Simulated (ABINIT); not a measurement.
# SiC (F-43m): G0W0 in ABINIT against the screening cutoff in the self-energy

Wanted: the cheapest screening cutoff in the self-energy that holds the gap of SiC (F-43m).

Program: ABINIT 10.8.3. Level of theory: PBE and many-body steps on it, plane waves. Results are calculated unless marked as measured.

## (1) Set-up

Symmetry: F-43m, No. 216, cubic system. Conventional cell: a = 4.358 Å, b = 4.358 Å, c = 4.358 Å, α = 90.00°, β = 90.00°, γ = 90.00°. Nearest to Si lie 4 C at 1.89 Å. Nearest to C lie 4 Si at 1.89 Å. Farther neighbours are not listed.

The cell and positions come from the Crystallography Open Database and are kept as given unless a step says otherwise.

## (2) Screening, 6×6×6 mesh, 379 bands, screening to 435.4 eV

This step: ABINIT 10.8.3; RPA screening on PBE, plane waves, norm-conserving pseudopotentials.

The RPA dielectric matrix is built and inverted for each q.

run.abi

```
acell 3*1.0 Angstrom
rprim 
  -0.000000000000 2.179000000000 2.179000000000
  2.179000000000 0.000000000000 2.179000000000
  2.179000000000 2.179000000000 -0.000000000000
ntypat 2
znucl 14 6
natom 2
typat 1 2
xred 
  0.000000000000 0.000000000000 0.000000000000
  0.250000000000 0.250000000000 0.250000000000
pp_dirpath "pseudos"
pseudos "Si.upf, C.upf"
ecut 37
ngkpt 6 6 6
nshiftk 1
shiftk 0 0 0
kptopt 1
chksymbreak 0
istwfk *1
occopt 1
irdwfk 1
optdriver 3
nband 379
ecuteps 16
inclvkb 2
awtr 1
symchi 1
indata_prefix "in"
outdata_prefix "out"
tmpdata_prefix "tmp"
```

Started as:

```sh
$ OMP_NUM_THREADS=1 mpirun -n 4 abinit run.abi > log
```

What it wrote:

```text
.Version 10.8.3 of ABINIT. v10.8.2 released Aug 2026.

 Symmetries : space group F-4 3 m (#216); Bravais cF (face-center cubic)
[... echo of the input left out ...]
== DATASET  1 ==================================================================
-   mpi_nproc: 4, omp_nthreads: 1 (-1 if OMP is not activated)

--- !DatasetInfo
iteration_state: {dtset: 1, }
dimensions: {natom: 2, nkpt: 16, mband: 379, nsppol: 1, nspinor: 1, nspden: 1, mpw: 1524, }
cutoff_energies: {ecut:  37.0, pawecutdg:  -1.0, }
electrons: {nelect:   8.00000000E+00, charge:   0.00000000E+00, occopt:   1.00000000E+00, tsmear:   1.00000000E-02, }

 SCREENING: Calculation of the susceptibility and dielectric matrices

 Based on a program developped by R.W. Godby, V. Olevano, G. Onida, and L. Reining.
 Incorporated in ABINIT by V. Olevano, G.-M. Rignanese, and M. Torrent.
.Using double precision arithmetic ; gwpc =  8

[... cell and pseudopotentials left out ...]
--------------------------------------------------------------------------------

 ==== K-mesh for the wavefunctions ====
 Number of points in the irreducible wedge :    16
[... list of points left out ...]
 Together with 24 symmetry operations and time-reversal symmetry
 yields   216 points in the full Brillouin Zone.

 ==== Q-mesh for the screening function ====
 Number of points in the irreducible wedge :    16
[... list of points left out ...]
 Together with 24 symmetry operations and time-reversal symmetry
 yields   216 points in the full Brillouin Zone.

 setmesh: FFT mesh size selected  =    25x   25x   25
          total number of points  =        15625

 vcoul_init : cutoff-mode = AUXILIARY_FUNCTION
 q-points for optical limit:   1
     1)      0.000010    0.000020    0.000030

- screening: taking advantage of time-reversal symmetry
- Maximum band index for partially occupied states nbvw = 4
- Remaining bands to be divided among processors   nbcw = 375
- Number of bands treated by each node ~93

 Number of electrons calculated from density =    8.0000; Expected =    8.0000
 average of density, n =  0.057292
 r_s =    1.6092
 omega_plasma =   23.0888 [eV]

 calculating chi0 at frequencies [eV] :
  1    0.000000E+00    0.000000E+00
  2    0.000000E+00    2.308880E+01

--------------------------------------------------------------------------------
  q-point number  1        q = ( 0.000000, 0.000000, 0.000000) [r.l.u.]
--------------------------------------------------------------------------------
[... chi0 elements left out ...]
 For q-point:  0.000010 0.000020 0.000030
  dielectric constant =   7.0819
  dielectric constant without local fields =   7.7436

  Average fulfillment of the sum rule on Im[epsilon] for q-point    1 :     98.05  [%]
[... wings left out ...]
  q-point number  2        q = ( 0.166667, 0.000000, 0.000000) [r.l.u.]
--------------------------------------------------------------------------------
[... chi0 elements left out ...]
  Average fulfillment of the sum rule on Im[epsilon] for q-point    2 :     98.32  [%]

 [... 14 further q-points ...]
```

Run time: 5.5 min. Hardware: 4 MPI ranks of Intel Xeon 6975P-C (Granite Rapids), shared host; peak memory 2.4 GiB.

Numbers from this step:

* ε∞ with local fields, on this mesh, along the program's q direction: 7.082
* the same without local fields: 7.744
* plasma frequency: 23.09 eV
* plane waves in the screening matrix: 411

Local fields lower ε∞ by 9 %.

## (3) 1.6 Ha

This step: G0W0 on PBE, plane waves, norm-conserving pseudopotentials.

Edit run.abi of step 2 so:

```diff
@@ -23,8 +23,17 @@
 irdwfk 1
-optdriver 3
+optdriver 4
 nband 379
-ecuteps 16
-inclvkb 2
-awtr 1
-symchi 1
+gwcalctyp 0
+ecutsigx 37
+symsigma 1
+nkptgw 2
+kptgw 
+  0.0000000000 0.0000000000 0.0000000000
+  0.5000000000 0.5000000000 0.0000000000
+bdgw 
+  2 8
+  3 6
+ecuteps 1.6
+irdscr 1
+ppmodel 1
 indata_prefix "in"
```

What it wrote:

```text
.Version 10.8.3 of ABINIT. v10.8.2 released Aug 2026.

 Symmetries : space group F-4 3 m (#216); Bravais cF (face-center cubic)
[... echo of the input left out ...]
== DATASET  1 ==================================================================
-   mpi_nproc: 4, omp_nthreads: 1 (-1 if OMP is not activated)

--- !DatasetInfo
iteration_state: {dtset: 1, }
dimensions: {natom: 2, nkpt: 16, mband: 379, nsppol: 1, nspinor: 1, nspden: 1, mpw: 1524, }
cutoff_energies: {ecut:  37.0, pawecutdg:  -1.0, }
electrons: {nelect:   8.00000000E+00, charge:   0.00000000E+00, occopt:   1.00000000E+00, tsmear:   1.00000000E-02, }

 SIGMA: Calculation of the GW corrections

 Based on a program developped by R.W. Godby, V. Olevano, G. Onida, and L. Reining.
 Incorporated in ABINIT by V. Olevano, G.-M. Rignanese, and M. Torrent.
.Using double precision arithmetic ; gwpc =  8

[... cell and pseudopotentials left out ...]
--------------------------------------------------------------------------------

 ==== K-mesh for the wavefunctions ====
 Number of points in the irreducible wedge :    16
[... list of points left out ...]
 Together with 24 symmetry operations and time-reversal symmetry
 yields   216 points in the full Brillouin Zone.

 ==== Q-mesh for screening function ====
 Number of points in the irreducible wedge :    16
[... list of points left out ...]
 Together with 24 symmetry operations and time-reversal symmetry
 yields   216 points in the full Brillouin Zone.

 vcoul_init : cutoff-mode = AUXILIARY_FUNCTION
 q-points for optical limit:   1
     1)      0.000010    0.000020    0.000030
 setmesh: FFT mesh size selected  =    32x   32x   32
          total number of points  =        32768

 Number of electrons calculated from density =    8.0000; Expected =    8.0000
 average of density, n =  0.057292
 r_s =    1.6092
 omega_plasma =   23.0888 [eV]

 === KS Band Gaps ===
  >>>> For spin  1
   Minimum direct gap =   4.5530 [eV], located at k-point      :   0.5000  0.5000  0.0000
   Fundamental gap    =   1.3613 [eV], Top of valence bands at :   0.0000  0.0000  0.0000
                                       Bottom of conduction at :   0.5000  0.5000  0.0000
 SIGMA fundamental parameters:
 PLASMON POLE MODEL  1
 number of plane-waves for SigmaX                 1459
 number of plane-waves for SigmaC and W             15
 number of plane-waves for wavefunctions          1459
 number of bands                                   379
 number of independent spin polarizations            1
 number of spinorial components                      1
 number of k-points in IBZ                          16
 number of q-points in IBZ                          16
 number of symmetry operations                      24
 number of k-points in BZ                          216
 number of q-points in BZ                          216
 number of frequencies for dSigma/dE                 9
 frequency step for dSigma/dE [eV]                0.25
 number of omega for Sigma on real axis              0
 max omega for Sigma on real axis  [eV]           0.00
 zcut for avoiding poles [eV]                     0.10

 EPSILON^-1 parameters (SCR file):
 dimension of the eps^-1 matrix on file            411
 dimension of the eps^-1 matrix used                15
 number of plane-waves for wavefunctions          1459
 number of bands                                   379
 number of q-points in IBZ                          16
 number of frequencies                               2
 number of real frequencies                          1
 number of imag frequencies                          1

 matrix elements of self-energy operator (all in [eV])

 Perturbative Calculation

--- !SelfEnergy_ee
iteration_state: {dtset: 1, }
kpoint     : [   0.000,    0.000,    0.000, ]
spin       : 1
KS_gap     :    6.223
QP_gap     :    6.924
Delta_QP_KS:    0.701
data: !SigmaeeData |
     Band     E0 <VxcDFT>   SigX SigC(E0)      Z dSigC/dE  Sig(E)    E-E0       E
        2   6.835 -14.930 -17.579   2.562   0.809  -0.236 -15.000  -0.071   6.764
        3   6.835 -14.930 -17.579   2.562   0.809  -0.236 -15.000  -0.071   6.764
        4   6.835 -14.930 -17.579   2.562   0.809  -0.236 -15.000  -0.071   6.764
        5  13.058 -13.213  -7.543  -4.889   0.807  -0.240 -12.583   0.630  13.688
        6  14.146 -11.327  -5.827  -4.695   0.814  -0.229 -10.672   0.655  14.801
        7  14.146 -11.327  -5.827  -4.695   0.814  -0.229 -10.672   0.655  14.801
        8  14.146 -11.327  -5.827  -4.695   0.814  -0.229 -10.672   0.655  14.801

--- !SelfEnergy_ee
iteration_state: {dtset: 1, }
kpoint     : [   0.500,    0.500,    0.000, ]
spin       : 1
KS_gap     :    4.553
QP_gap     :    5.364
Delta_QP_KS:    0.811
data: !SigmaeeData |
     Band     E0 <VxcDFT>   SigX SigC(E0)      Z dSigC/dE  Sig(E)    E-E0       E
        3   3.643 -13.567 -17.441   3.271   0.795  -0.258 -14.046  -0.479   3.165
        4   3.643 -13.567 -17.441   3.271   0.795  -0.258 -14.046  -0.479   3.165
        5   8.196 -10.505  -6.372  -3.731   0.826  -0.210 -10.173   0.332   8.529
        6  11.168 -10.770  -5.961  -4.122   0.828  -0.207 -10.201   0.569  11.737

== END DATASET(S) ==============================================================
================================================================================

 -outvars: echo values of variables after computation  --------
           etotal      0.0000000000E+00
            nband         379
             nkpt          16
          spgroup         216
 [... the other variables as echoed above ...]

 Calculation completed.
```

It took 5.1 s on 4 MPI ranks; peak memory 0.6 GiB; 19 s of CPU time.

This step gave:

```
G0W0 gap on the points computed              : 1.765 eV
starting gap on the mesh                     : 1.361 eV
k of the valence top                         : 0, 0, 0
k of the conduction bottom                   : 0.5, 0.5, 0
Z at the valence top                         : 0.809
Z at the conduction bottom                   : 0.826
least direct G0W0 gap on the computed points : 5.364 eV
```

## (4) 3.2 Ha

Edit run.abi of step 3 so:

```diff
@@ -35,3 +35,3 @@
   3 6
-ecuteps 1.6
+ecuteps 3.2
 irdscr 1
```

What it wrote:

```text
.Version 10.8.3 of ABINIT. v10.8.2 released Aug 2026.

 Symmetries : space group F-4 3 m (#216); Bravais cF (face-center cubic)
[... echo of the input left out ...]
== DATASET  1 ==================================================================
-   mpi_nproc: 4, omp_nthreads: 1 (-1 if OMP is not activated)

--- !DatasetInfo
iteration_state: {dtset: 1, }
dimensions: {natom: 2, nkpt: 16, mband: 379, nsppol: 1, nspinor: 1, nspden: 1, mpw: 1524, }
cutoff_energies: {ecut:  37.0, pawecutdg:  -1.0, }
electrons: {nelect:   8.00000000E+00, charge:   0.00000000E+00, occopt:   1.00000000E+00, tsmear:   1.00000000E-02, }

 SIGMA: Calculation of the GW corrections

 Based on a program developped by R.W. Godby, V. Olevano, G. Onida, and L. Reining.
 Incorporated in ABINIT by V. Olevano, G.-M. Rignanese, and M. Torrent.
.Using double precision arithmetic ; gwpc =  8

[... cell and pseudopotentials left out ...]
--------------------------------------------------------------------------------

 ==== K-mesh for the wavefunctions ====
 Number of points in the irreducible wedge :    16
[... list of points left out ...]
 Together with 24 symmetry operations and time-reversal symmetry
 yields   216 points in the full Brillouin Zone.

 ==== Q-mesh for screening function ====
 Number of points in the irreducible wedge :    16
[... list of points left out ...]
 Together with 24 symmetry operations and time-reversal symmetry
 yields   216 points in the full Brillouin Zone.

 vcoul_init : cutoff-mode = AUXILIARY_FUNCTION
 q-points for optical limit:   1
     1)      0.000010    0.000020    0.000030
 setmesh: FFT mesh size selected  =    32x   32x   32
          total number of points  =        32768

 Number of electrons calculated from density =    8.0000; Expected =    8.0000
[...]
number of omega for Sigma on real axis              0
 max omega for Sigma on real axis  [eV]           0.00
 zcut for avoiding poles [eV]                     0.10

 EPSILON^-1 parameters (SCR file):
 dimension of the eps^-1 matrix on file            411
 dimension of the eps^-1 matrix used                27
 number of plane-waves for wavefunctions          1459
 number of bands                                   379
 number of q-points in IBZ                          16
 number of frequencies                               2
 number of real frequencies                          1
 number of imag frequencies                          1

 matrix elements of self-energy operator (all in [eV])

 Perturbative Calculation

--- !SelfEnergy_ee
iteration_state: {dtset: 1, }
kpoint     : [   0.000,    0.000,    0.000, ]
spin       : 1
KS_gap     :    6.223
QP_gap     :    6.992
Delta_QP_KS:    0.768
data: !SigmaeeData |
     Band     E0 <VxcDFT>   SigX SigC(E0)      Z dSigC/dE  Sig(E)    E-E0       E
        2   6.835 -14.930 -17.579   2.379   0.802  -0.247 -15.146  -0.217   6.618
        3   6.835 -14.930 -17.579   2.379   0.802  -0.247 -15.146  -0.217   6.618
        4   6.835 -14.930 -17.579   2.379   0.802  -0.247 -15.146  -0.217   6.618
[...]
--- !SelfEnergy_ee
iteration_state: {dtset: 1, }
kpoint     : [   0.500,    0.500,    0.000, ]
spin       : 1
KS_gap     :    4.553
QP_gap     :    5.405
Delta_QP_KS:    0.852
data: !SigmaeeData |
     Band     E0 <VxcDFT>   SigX SigC(E0)      Z dSigC/dE  Sig(E)    E-E0       E
[...]
5   8.196 -10.505  -6.372  -3.840   0.823  -0.215 -10.263   0.242   8.438
        6  11.168 -10.770  -5.961  -4.262   0.825  -0.211 -10.318   0.451  11.620

== END DATASET(S) ==============================================================
================================================================================

 -outvars: echo values of variables after computation  --------
           etotal      0.0000000000E+00
            nband         379
             nkpt          16
          spgroup         216
 [... the other variables as echoed above ...]

 Calculation completed.
```

The job ended after 5.4 s (4 MPI ranks; peak memory 0.65 GiB; 21 s of CPU time).

Numbers from this step:

* G0W0 gap on the points computed: 1.820 eV
* starting gap on the mesh: 1.361 eV
* k of the valence top: 0, 0, 0
* k of the conduction bottom: 0.5, 0.5, 0
* Z at the valence top: 0.802
* Z at the conduction bottom: 0.823
* least direct G0W0 gap on the computed points: 5.404 eV

## (5) 5.6 Ha

The self-energy is evaluated for the states that the input lists, and the levels follow from it, in one-shot runs by the linearised quasiparticle equation.

Edit run.abi of step 4 so:

```diff
@@ -35,3 +35,3 @@
   3 6
-ecuteps 3.2
+ecuteps 5.6
 irdscr 1
```

What it wrote:

```text
.Version 10.8.3 of ABINIT. v10.8.2 released Aug 2026.

 Symmetries : space group F-4 3 m (#216); Bravais cF (face-center cubic)
[... echo of the input left out ...]
== DATASET  1 ==================================================================
-   mpi_nproc: 4, omp_nthreads: 1 (-1 if OMP is not activated)

--- !DatasetInfo
iteration_state: {dtset: 1, }
dimensions: {natom: 2, nkpt: 16, mband: 379, nsppol: 1, nspinor: 1, nspden: 1, mpw: 1524, }
cutoff_energies: {ecut:  37.0, pawecutdg:  -1.0, }
[...]
Band     E0 <VxcDFT>   SigX SigC(E0)      Z dSigC/dE  Sig(E)    E-E0       E
[...]
5   8.196 -10.505  -6.372  -3.980   0.820  -0.219 -10.379   0.126   8.322
        6  11.168 -10.770  -5.961  -4.453   0.822  -0.216 -10.478   0.292  11.461

== END DATASET(S) ==============================================================
================================================================================

 -outvars: echo values of variables after computation  --------
           etotal      0.0000000000E+00
            nband         379
             nkpt          16
          spgroup         216
 [... the other variables as echoed above ...]

 Calculation completed.
```

Run time: 17 s. Hardware: 4 MPI ranks; peak memory 1.8 GiB.

This step gave:

- G0W0 gap on the points computed: 2.063 eV
- starting gap on the mesh: 1.361 eV
- k of the valence top: 0, 0, 0
- k of the conduction bottom: 0.5, 0.5, 0
- least direct G0W0 gap on the computed points: 5.565 eV

The gap on the mesh goes from 1.36 eV to 2.06 eV, a correction of +0.70 eV.

(Continued in part 2 of 2.)

[Paths, hosts, dates, memory and timing lines, banners, echoed tables and standing remarks are left out of the program output.]

[Logs are printed without paths, hosts, clocks, repeated set-up lines and the standing remarks that a program may print on its own settings, such as how far it seeks lower states.]

[Runs of the session that timed out or met a known fault of the program may be left out.]

[Hosts, paths, dates, database ids (printed as entryN), source tags and the programs' standing remarks are cut or masked in the printed files.]

[G0W0 gaps are taken among the corrected bands and points alone; a level outside them can change the order at an edge.]

[Where Ansatz stands beside ABINIT at settings called matched, ABINIT's density can come from a denser mesh and the files from another edition; pairs whose starting gaps differed by over 0.03 eV were left out, so agreement reads better than it is.]
